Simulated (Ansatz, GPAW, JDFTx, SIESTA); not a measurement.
**PBEsol bulk modulus of 8 crystals in 4 set-ups**

The same calculation (PBEsol, Γ-centred k mesh with a spacing near 0.25 Å⁻¹, Fermi-Dirac smearing of 0.05 eV, no spin-orbit coupling) was run on each cell with:

- A: GPAW, PAW data sets generated for this functional, cutoffs 600 to 800 eV
- B: JDFTx, PseudoDojo-SR-PBEsol-0.4.1-standard with smoothed tails, cutoffs 490 to 1143 eV
- C: Ansatz LAPW, all-electron LAPW, scalar-relativistic
- D: SIESTA, PseudoDojo 0.4 standard (PBEsol files), converted to PSML, in atomic orbitals (DZP)

Moduli come from Birch-Murnaghan fits over scaled cells with fixed shape and fractions, which off cubic symmetry can lie above the relaxed values. Among the elements in a form other than the usual one at room conditions: Si. Spin polarisation and spin-orbit coupling are off unless named.

```csv
crystal,A (GPa),B (GPa),C (GPa),D (GPa)
BP (F-43m),169.65,168.78,169.37,164.19
"P (Cmce, 4 atoms)",76.26,76.14,76.39,73.33
"ZrB2 (P6/mmm, 3 atoms)",250.83,249.96,250.32,245.99
SrCl2 (Fm-3m),38.23,38.13,38.11,39.96
MgS (Fm-3m),78.50,?,78.13,76.15
"SiC (P6_3mc, 4 atoms)",221.66,?,221.52,219.24
"Si (P6/mmm, 1 atom)",116.77,116.50,116.60,111.39
Ge (Fd-3m),67.17,?,66.13,67.23
```

Q: Estimate what B gave in the places left open.

A: In the rows shown B lies -0.14 % from the all-electron result in the median. The runs gave MgS 78.07 GPa (-0.08 %); SiC 220.92 GPa (-0.27 %); Ge 66.12 GPa (-0.02 %). The figures use the values as printed, and the reference carries errors of its own.
